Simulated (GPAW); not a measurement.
Li2Se:

```
Se Li
1.0
     0.00000    3.00250    3.00250
     3.00250    0.00000    3.00250
     3.00250    3.00250    0.00000
Se Li
1 2
Direct
  0.00000 0.00000 0.00000
  0.75000 0.75000 0.75000
  0.25000 0.25000 0.25000
```

Base run:

```yaml
Program: GPAW 26.7.0
Functional: PBE
Potentials_or_basis: GPAW PAW data sets (gpaw-data 1.2.1)
Cutoff: 800 eV
Basis: pw
k_mesh: 8 × 8 × 8
Occupations: fermi-dirac, width 0.05 eV
Spin: no spin polarisation
```

Its results: band gap on the k mesh 2.97 eV, indirect (least direct gap 3.38 eV); pressure 0.4 GPa.

Task: The run is repeated on the same cell with these changes: functional from PBE to r2SCAN. What comes out?

Result: Band gap on the k mesh 3.48 eV, indirect (least direct gap 4.04 eV); pressure 0.1 GPa.

r2SCAN gives the wider gap, since meta-GGAs in the generalised Kohn-Sham scheme recover part of the derivative discontinuity.

Caveats: the PAW data sets were made with another functional, which shifts forces and pressure a little (some runs).

Not every run made on this cell is shown here.
